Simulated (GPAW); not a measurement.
# 1T-SrCl2 monolayer: simulated STM images

Wanted: filled- and empty-state images of 1T-SrCl2 monolayer, with its work function.

Method: GPAW, PAW setups; layer in a repeated cell with vacuum, relaxation of atoms and in-plane cell, in the first sound run; inputs show where later runs differ, in GPAW 26.7.0.

This is a report of a sequence of runs, with most program output left out.

## (1) Set-up

The cell holds 3 atoms: 2 Cl and 1 Sr. Cell: a = 4.008 Å, b = 4.008 Å, c = 17.471 Å, α = 90.0°, β = 90.0°, γ = 120.0°. Vacuum lies along c.

## (2) Relaxing the atoms

The atoms are relaxed first, since the surface dipole, and with it the work function, follows the positions of the outer layers.

The input, run.py:

```python
import json
import numpy as np
from ase import Atoms
from ase.filters import FrechetCellFilter
from ase.optimize import BFGS
from gpaw import GPAW, PW

slab = Atoms(
    ['Cl', 'Sr', 'Cl'],
    positions=[
        [2.00403, 1.15703, 7.00000],
        [0.00000, 0.00000, 8.73542],
        [-0.00000, 2.31406, 10.47085]],
    cell=[[4.00806, 0.0, 0.0], [-2.00403, 3.47109, 0.0], [0.0, 0.0, 17.4708]],
    pbc=[True, True, True])

slab.calc = GPAW(mode=PW(600), xc='PBE', kpts={'size': (9, 9, 1), 'gamma': True},
                 occupations={'name': 'fermi-dirac', 'width': 0.05}, nbands='160%',
                 convergence={'density': 1e-05}, maxiter=200,
                 symmetry={'tolerance': 1e-3}, txt='slab.txt')
result = {}
# The in-plane cell is free; stress needs a cell that repeats along all three vectors
path = []
opt = BFGS(FrechetCellFilter(slab, mask=[1, 1, 0, 0, 0, 1]), maxstep=0.2)
opt.attach(lambda: path.append((slab.get_potential_energy(), slab.positions.tolist(), slab.get_forces().tolist())))
result['relaxed'] = bool(opt.run(fmax=0.02, steps=45))
result['path'] = path
result['cell'] = slab.cell.tolist()
print('in-plane lattice', slab.cell.cellpar().round(4)[[0, 1, 5]])
energy = slab.get_potential_energy()
fermi = slab.calc.get_fermi_level()
v = slab.calc.get_electrostatic_potential().mean((0, 1)) - fermi
n = slab.calc.get_pseudo_density().mean((0, 1))
L = slab.cell[2, 2]
z = np.arange(len(v)) * L / len(v)
low, high = slab.positions[:, 2].min(), slab.positions[:, 2].max()
below, above = np.interp([low - 4.8, high + 4.8], z, v)
slopes = [np.interp(x, z, np.gradient(v, z)) for x in (low - 4.8, high + 4.8)]
eps = np.array([[slab.calc.get_eigenvalues(k, s) for k in range(len(slab.calc.get_ibz_k_points()))]
                for s in range(slab.calc.get_number_of_spins())]) - fermi
top, bottom = eps[eps < 0].max(), eps[eps > 0].min()
dipole = slab.get_dipole_moment()[2]
print(f'energy {energy:.4f} eV, Fermi level {fermi:.4f} eV, dipole {dipole:.5f} e A')
print(f'potential 4.8 A off the faces, from the Fermi level: lower {below:.4f} eV, upper {above:.4f} eV')
print(f'slope of the potential there: lower {slopes[0]:.5f}, upper {slopes[1]:.5f} eV/A')
print(f'nearest levels on the mesh: {top:.4f} and {bottom:.4f} eV')
print('magnetic moment', round(slab.get_magnetic_moment(), 3))
result.update(energy=energy, fermi=fermi, dipole=dipole, below=below, above=above, slopes=slopes, edges=[top, bottom],
              z=z.tolist(), v=v.tolist(), n=n.tolist(), positions=slab.positions.tolist(),
              forces=slab.get_forces(apply_constraint=False).tolist(), moments=slab.get_magnetic_moments().tolist())
json.dump(result, open('result.json', 'w'))
```

Command:

```sh
> OMP_NUM_THREADS=1 OPENBLAS_NUM_THREADS=1 python run.py
```

Wall time 4.1 min (1 thread of Intel Xeon Platinum 8488C (Sapphire Rapids), shared host); peak memory 0.38 GiB.

Numbers from this step:

```yaml
dipole_along_the_normal: 5.53e-4 e·Å
levels_nearest_the_fermi_level_on_the_mesh: -3.064, 2.700 eV from the Fermi level
```

The electrostatic potential energy of an electron (without an applied field's), less the Fermi level, planar mean by z:

```
z (Å)  electrostatic potential energy of an electron (without an applied field's), less the Fermi level, planar mean (eV)
  0.0                                                                                                                4.90
  0.5                                                                                                                4.90
  1.0                                                                                                                4.90
  1.5                                                                                                                4.90
  2.0                                                                                                                4.90
  2.5                                                                                                                4.90
  3.0                                                                                                                4.90
  3.5                                                                                                                4.90
  4.0                                                                                                                4.90
  4.5                                                                                                                4.89
  5.0                                                                                                                4.88
  5.5                                                                                                                4.83
  6.0                                                                                                                4.55
  6.5                                                                                                                3.09
  7.0                                                                                                               -3.33
  7.5                                                                                                               -7.99
  8.0                                                                                                               -3.71
  8.5                                                                                                               -8.94
  9.0                                                                                                               -8.60
  9.5                                                                                                               -3.65
 10.0                                                                                                               -8.29
 10.5                                                                                                               -2.74
 11.0                                                                                                                3.26
 11.5                                                                                                                4.58
 12.0                                                                                                                4.83
 12.5                                                                                                                4.88
 13.0                                                                                                                4.89
 13.5                                                                                                                4.89
 14.0                                                                                                                4.89
 14.5                                                                                                                4.90
 15.0                                                                                                                4.90
 15.5                                                                                                                4.90
 16.0                                                                                                                4.90
 16.5                                                                                                                4.90
 17.0                                                                                                                4.90
```

The pseudo valence density, planar mean by z:

```
z (Å)  pseudo valence density, planar mean (e/Å³)
    4                                      3.1e-5
    5                                      8.1e-4
    6                                      0.0215
    7                                       0.273
    8                                       0.300
    9                                       0.405
   10                                       0.293
   11                                      0.0942
   12                                     0.00375
   13                                      1.5e-4
   14                                      5.7e-6
```

The relaxation lowered the energy of the cell by 0.364 eV (energies extrapolated to zero smearing; the optimiser's log prints free energies). The largest force left on a free atom is 0.0047 eV/Å.

## (3) Plane waves, PBE

The work function is the vacuum plateau of the electrostatic potential less the Fermi level; a dipole layer lets the two faces have plateaus of their own.

This step: GPAW, PAW setups; slab in vacuum (GPAW 26.7.0).

The cell differs from the one that the last finished run ended in (c 17.471 → 16.799 Å).

The input, run.py:

```python
import json
import numpy as np
from ase import Atoms
from ase.dft.stm import STM
from gpaw import GPAW, PW

slab = Atoms(
    ['Cl', 'Sr', 'Cl'],
    positions=[
        [2.22714, 1.28584, 7.00000],
        [-0.00000, -0.00000, 8.39969],
        [-0.00000, 2.57168, 9.79938]],
    cell=[[4.45427, 0.0, 0.0], [-2.22714, 3.85752, 0.0], [0.0, 0.0, 16.7994]],
    pbc=[True, True, False])

slab.calc = GPAW(mode=PW(400), xc='PBE', kpts={'size': (9, 9, 1), 'gamma': True},
                 occupations={'name': 'fermi-dirac', 'width': 0.05}, nbands='160%',
                 convergence={'density': 1e-05}, maxiter=200,
                 poissonsolver={'dipolelayer': 'xy'},
                 symmetry={'tolerance': 1e-3}, txt='slab.txt')
result = {}
energy = slab.get_potential_energy()
fermi = slab.calc.get_fermi_level()
v = slab.calc.get_electrostatic_potential().mean((0, 1)) - fermi
n = slab.calc.get_pseudo_density().mean((0, 1))
L = slab.cell[2, 2]
z = np.arange(len(v)) * L / len(v)
low, high = slab.positions[:, 2].min(), slab.positions[:, 2].max()
below, above = np.interp([low - 4.8, high + 4.8], z, v)
slopes = [np.interp(x, z, np.gradient(v, z)) for x in (low - 4.8, high + 4.8)]
eps = np.array([[slab.calc.get_eigenvalues(k, s) for k in range(len(slab.calc.get_ibz_k_points()))]
                for s in range(slab.calc.get_number_of_spins())]) - fermi
top, bottom = eps[eps < 0].max(), eps[eps > 0].min()
dipole = slab.get_dipole_moment()[2]
print(f'energy {energy:.4f} eV, Fermi level {fermi:.4f} eV, dipole {dipole:.5f} e A')
print(f'potential 4.8 A off the faces, from the Fermi level: lower {below:.4f} eV, upper {above:.4f} eV')
print(f'slope of the potential there: lower {slopes[0]:.5f}, upper {slopes[1]:.5f} eV/A')
print(f'nearest levels on the mesh: {top:.4f} and {bottom:.4f} eV')
print('magnetic moment', round(slab.get_magnetic_moment(), 3))
result.update(energy=energy, fermi=fermi, dipole=dipole, below=below, above=above, slopes=slopes, edges=[top, bottom],
              z=z.tolist(), v=v.tolist(), n=n.tolist(), positions=slab.positions.tolist(),
              forces=slab.get_forces(apply_constraint=False).tolist(), moments=slab.get_magnetic_moments().tolist())

# Images need the states of the whole zone, up to time reversal
slab.calc = slab.calc.fixed_density(symmetry={'point_group': False}, txt='states.txt', nbands='250%',
                                    convergence={'bands': 'CBM+1.8'})
stm = STM(slab)
result['stm'] = []
for bias in [-2.0, -1.0, 1.5]:
    height = high + 3.0
    current = stm.get_averaged_current(bias, height)
    x, y, h = stm.scan(bias, current)
    i, f = divmod(height / L * stm.ldos.shape[2], 1)
    I = abs((1 - f) * stm.ldos[:, :, int(i)] + f * stm.ldos[:, :, int(i) + 1])
    print(f'bias {bias} V: mean current at 3.0 A {current:.4e}, corrugation {np.ptp(h):.4f} A')
    result['stm'].append(dict(bias=bias, current=current, h=(h - high).tolist(), I=I.tolist()))
json.dump(result, open('result.json', 'w'))
```

Run time: 82 s. Hardware: 1 thread; peak memory 0.38 GiB.

Numbers from this step:

- dipole along the normal: -2.07e-4 e·Å
- levels nearest the Fermi level on the mesh: -2.543, 3.225 eV from the Fermi level
- upper work function: 5.420 eV
- lower work function: 5.418 eV
- upper ionisation energy: 7.963 eV

Table of electrostatic potential energy of an electron (without an applied field's), less the Fermi level, planar mean by z:

z (Å), electrostatic potential energy of an electron (without an applied field's), less the Fermi level, planar mean (eV) and a bar from the least value:
```
      0.0        5.4 ##############################
      0.5        5.4 ##############################
      1.0        5.4 ##############################
      1.5        5.4 ##############################
      2.0        5.4 ##############################
      2.5        5.4 ##############################
      3.0        5.4 ##############################
      3.5        5.4 ##############################
      4.0        5.4 ##############################
      4.5        5.4 ##############################
      5.0        5.4 ##############################
      5.5        5.2 ##############################
      6.0        4.4 ############################
      6.5        0.2 ####################
      7.0       -8.2 ###
      7.5       -3.5 ############
      8.0       -6.2 #######
      8.5       -9.7 
      9.0       -3.9 ###########
      9.5       -5.6 ########
     10.0       -5.7 ########
     10.5        2.7 #########################
     11.0        4.9 #############################
     11.5        5.3 ##############################
     12.0        5.4 ##############################
     12.5        5.4 ##############################
     13.0        5.4 ##############################
     13.5        5.4 ##############################
     14.0        5.4 ##############################
     14.5        5.4 ##############################
     15.0        5.4 ##############################
     15.5        5.4 ##############################
     16.0        5.4 ##############################
     16.5        5.4 ##############################
```

The pseudo valence density, planar mean by z:

```
z (Å)  pseudo valence density, planar mean (e/Å³)
    3                                      3.9e-6
    4                                      9.2e-5
    5                                     0.00239
    6                                      0.0648
    7                                       0.279
    8                                       0.354
    9                                       0.308
   10                                       0.277
   11                                      0.0341
   12                                     0.00123
   13                                      4.9e-5
   14                                      1.9e-6
```

The layer is gapped, so the Fermi level lies somewhere inside the gap, set by smearing and numerics, and these work functions are no property of the material; the band edges below the vacuum level are. The potential is flat to 2.7e-5 eV/Å where it is read, so the vacuum is wide enough. At -2, -1 and 1.5 V the search found no usable constant-current contour near the set height, since the window lies inside the gap and carries no current, so the printed corrugation is no image; it is left out.

## (4) A changed run

One more run, with changed settings.

run.py, as its differences from that of step 3:

```diff
@@ -3,3 +3,2 @@
 from ase import Atoms
-from ase.dft.stm import STM
 from gpaw import GPAW, PW
@@ -15,5 +14,5 @@
 
-slab.calc = GPAW(mode=PW(400), xc='PBE', kpts={'size': (9, 9, 1), 'gamma': True},
+slab.calc = GPAW(mode=PW(400), xc='pbe96', kpts={'size': (9, 9, 1), 'gamma': True},
                  occupations={'name': 'fermi-dirac', 'width': 0.05}, nbands='160%',
-                 convergence={'density': 1e-05}, maxiter=200,
+                 convergence={'density': 1e-05}, maxiter=50,
                  poissonsolver={'dipolelayer': 'xy'},
@@ -42,16 +41,2 @@
               forces=slab.get_forces(apply_constraint=False).tolist(), moments=slab.get_magnetic_moments().tolist())
-
-# Images need the states of the whole zone, up to time reversal
-slab.calc = slab.calc.fixed_density(symmetry={'point_group': False}, txt='states.txt', nbands='250%',
-                                    convergence={'bands': 'CBM+1.8'})
-stm = STM(slab)
-result['stm'] = []
-for bias in [-2.0, -1.0, 1.5]:
-    height = high + 3.0
-    current = stm.get_averaged_current(bias, height)
-    x, y, h = stm.scan(bias, current)
-    i, f = divmod(height / L * stm.ldos.shape[2], 1)
-    I = abs((1 - f) * stm.ldos[:, :, int(i)] + f * stm.ldos[:, :, int(i) + 1])
-    print(f'bias {bias} V: mean current at 3.0 A {current:.4e}, corrugation {np.ptp(h):.4f} A')
-    result['stm'].append(dict(bias=bias, current=current, h=(h - high).tolist(), I=I.tolist()))
 json.dump(result, open('result.json', 'w'))
```

Elapsed: 0.94 s, on 1 thread; peak memory 0.1 GiB.

The program refused the input before any cycle.

The program's message: “NameError: Unknown functional: pbe96.”

The change that led to it: xc = "pbe96".

## (5) Results

```yaml
work_function_both_faces_fermi_level_placed_in_the_gap_by_the_smearing: 5.42 eV
ionisation_energy_from_the_upper_face_highest_filled_level_on_the_mesh: 7.96 eV
electron_affinity_from_the_upper_face_lowest_empty_kohn_sham_level_on_the_mesh: 2.20 eV
dipole_along_the_normal: -2.1e-4 e Å
```

What this shows: With plane waves and PBE the ionisation energy from the upper face is 7.96 eV and the Kohn-Sham electron affinity 2.20 eV. The levels nearest the Fermi level on the mesh lie 5.77 eV apart, so the slab is gapped there: the smearing puts the Fermi level inside the gap, and from either face the ionisation energy is the work function plus 2.5 eV. Both are Kohn-Sham levels on the mesh, and semilocal gaps are too small, so the affinity tends to come out too large and the ionisation energy too small. The starting lattice was a guess from atomic radii; the relaxation moved it by 11 %. The small printed dipole stands for a step of 2.2 meV from the lower to the upper face, and the probes find 2.4 meV; values this small are near the numerical noise of both. The layer's cell and atoms come from the relaxation; spin-orbit coupling and temperature are left out.

[Logs are printed without paths, hosts, clocks, repeated set-up lines and the standing remarks that a program may print on its own settings, such as how far it seeks lower states.]

[Hosts, paths, dates, database ids (printed as entryN), source tags and the programs' standing remarks are cut or masked in the printed files.]
